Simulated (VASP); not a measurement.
Wanted: the native input for a VASP 6.6.1 run.

| Property | Result |
| --- | --- |
| Task | relaxation of the atoms |
| Functional | PBE |
| Potentials or basis | VASP PAW PBE potentials, release 64 (Ag, Cl) |
| Cutoff | 600 eV |
| k mesh | 8 × 8 × 8 |
| Occupations | gaussian, width 0.03 eV |
| Spin | no spin polarisation |
| Further INCAR settings | ALGO = Normal; EDIFF = 1e-07; IBRION = 2; EDIFFG = -0.01; NSW = 40 |

The structure of AgCl (Chlorargyrite) lies in POSCAR:

```
AgCl                                    
1.0
    0.0000000000      2.7844047946      2.7844047946
    2.7844047946      0.0000000000      2.7844047946
    2.7844047946      2.7844047946      0.0000000000
  Ag              Cl            
     1     1
Direct
     0.0000000000000000    0.0000000000000000    0.0000000000000000
     0.5000000000000000    0.5000000000000000    0.5000000000000000
```

The cell isn't the ideal one: a relaxed cell with its volume scaled by 0.98.

The input as run:

INCAR

```
SYSTEM = AgCl
PREC = Accurate
ENCUT = 600
EDIFF = 1E-7
ISMEAR = 0
SIGMA = 0.03
LREAL = .False.
LASPH = .True.
NELM = 80
ALGO = Normal
ISIF = 2
LWAVE = .False.
LCHARG = .False.
GGA = PE
IBRION = 2
NSW = 40
EDIFFG = -0.01
```

KPOINTS

```
regular mesh
0
Gamma
  8 8 8
  0 0 0
```

Potentials or basis: VASP PAW PBE potentials, release 64 (Ag, Cl).

Launch:

```bash
$ cat potpaw_PBE.64/Ag/POTCAR potpaw_PBE.64/Cl/POTCAR > POTCAR
$ mpirun -np 1 vasp_std > vasp.out
```

It gave:

| Property | Result |
| --- | --- |
| Pressure after relaxing | 0.9 GPa |
| Band gap on the k mesh | 0.91 eV, indirect (least direct gap 3.14 eV) |

Caveat: the relaxation stopped at its first step, so nothing moved.

Wall time 7.3 s on 1 thread of Intel(R) Xeon(R) 6975P-C (Granite Rapids), with other jobs on the host, peak memory 0.18 GiB.
